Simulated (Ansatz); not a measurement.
Runs of Ansatz 0.2.0 on GaN. Symmetry: Fm-3m, No. 225, cubic system. Conventional cell: a = 4.270 Å, b = 4.270 Å, c = 4.270 Å, α = 90.00°, β = 90.00°, γ = 90.00°. Ga (site symmetry m-3m) has 6 N at 2.14 Å as nearest neighbours. Around N (site symmetry m-3m) lie 6 Ga at 2.14 Å. Measurements of this composition are mostly on another form, of space group No. 186.

```csv
task,level,spin,cell,k mesh,points for each segment of the path,gap on the mesh (eV),pressure (GPa)
single point,HSE06,"SOC, no magnetisation",as given,5 × 5 × 5,-,(a),-10.1
single point,PBE0,"SOC, no magnetisation",as given,5 × 5 × 5,-,3.13,-10.3
relaxation of cell and atoms,HF,off,relaxed,6 × 6 × 6,-,(b),0.0
band structure,PBE0,off,as given,6 × 6 × 6,4,2.31,-10.2
band structure,HSE06,off,as given,6 × 6 × 6,4,1.61,-10.0
```

Alike in all rows: potentials or basis Ansatz PAW; cutoff (eV) 420; smearing fermi-dirac 0.05 eV; the mesh is coarse, so values aren't converged.

Question: Estimate the missing entries.

Answer: (a) 2.42; (b) 9.65.

Caveats: all runs use coarse meshes; the PAW data sets come from PBE, with cores solved anew for the run's functional, which leaves a small shift of forces and pressure; the thresholds are loose for stress (some runs); odd divisions of the mesh miss points on the zone boundary, where band edges often lie, so the gap on the mesh can be too wide (some runs); the plane-wave basis is chosen anew once the cell has moved, so the energies of steps on either side of that aren't comparable (some runs).

A k mesh can miss the band edges, and rows without SOC leave out spin-orbit coupling on Ga.
